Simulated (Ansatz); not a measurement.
## ⁴⁷Ti NMR of the central transition in BaTiO3 under strain

Cell: a diffraction structure from the COD, relaxed with PBE at fixed cell and then changed (z stretched by 2 %, ions relaxed).

```
Ba Ti O
1.0
     4.00600    0.00000    0.00000
     0.00000    4.00600    0.00000
     0.00000    0.00000    4.08612
Ba Ti O
1 1 3
Cartesian
  2.0030 2.0030 2.0431
  0.0000 0.0000 0.0000
  2.0030 0.0000 0.0000
  0.0000 2.0030 0.0000
  0.0000 0.0000 2.0431
```

Sites (sets of like atoms) are named by element and the number of their first atom in this list.

All values are calculated (Ansatz; DFT, PBE, plane waves and PAW, scalar-relativistic, 420 eV cutoff, Γ-centred 8×8×8 k-points, Fermi–Dirac smearing 0.02 eV), not measured.

⁴⁷Ti has I = 5/2 and Q = 302.0 mb (Pyykkö 2018); at 14.1 T its Larmor frequency is ν₀ = 33.9 MHz. Only the quadrupole interaction is simulated: positions count from each site's isotropic chemical shift, and shift anisotropy, dipolar and J coupling are left out.

(1) Give C_Q, η, the quadrupolar product P_Q = |C_Q|(1 + η²/3)^½, the second-order isotropic shift and the breadth of the pattern (static powder) for each Ti site.

Answers

(1) 

| site | first shell | C_Q (MHz) | η | P_Q (MHz) | δ_QIS (ppm) | breadth (kHz) |
| --- | --- | --- | --- | --- | --- | --- |
| Ti | 6 O at 2.00–2.04 Å | 12.5 | 0.00 | 12.5 | -820 | 145 |

δ_QIS = −(ν_Q²/30ν₀²)[I(I+1) − 3/4](1 + η²/3) × 10⁶ ppm with ν_Q = 3|C_Q|/[2I(2I−1)]; it falls as 1/B₀² in ppm, and the breadth as 1/B₀ in kHz.

An axis of threefold or higher order runs through Ti, so V_zz lies along it and η is zero.
